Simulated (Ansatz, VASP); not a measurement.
## One calculation of Mg, two programs

```
Mg
1.0
     0.00000    3.42482    3.42482
     3.42482    0.00000    3.42482
     3.42482    3.42482    0.00000
Mg
2
Direct
  0.00000 0.00000 0.00000
  0.25000 0.25000 0.25000
```

Alike in both runs: functional r2SCAN; k mesh 14 × 14 × 14; occupations gaussian, width 0.1 eV; no spin polarisation.

Ansatz relaxed the structure, and its values are those at the end. VASP's run is a single point on that final structure, the one shown.

|  | VASP | Ansatz |
| --- | --- | --- |
| version | VASP 6.6.1 | Ansatz 0.2.0 |
| potentials or method | VASP PAW PBE potentials, release 64 (Mg) | scalar-relativistic, plane waves, PAW |
| plane-wave cutoff (eV) | 520 | 500 |
| valence electrons in the cell | 4 | 20 |

VASP gave:

- gap on the k mesh at the Fermi level (eV): none
- pressure (GPa): -0.1

Which values does Ansatz return?

gap on the k mesh at the Fermi level (eV): none; pressure (GPa): 0.0.

A gap of «none» marks a metal or a gap that the smearing closes. The functional is the same, so the differences come from potentials, cutoffs and numerics. The two sets of potentials don't hold the same shells in valence.

Caveats: the PAW data sets were made with another functional, which shifts forces and pressure a little (VASP).
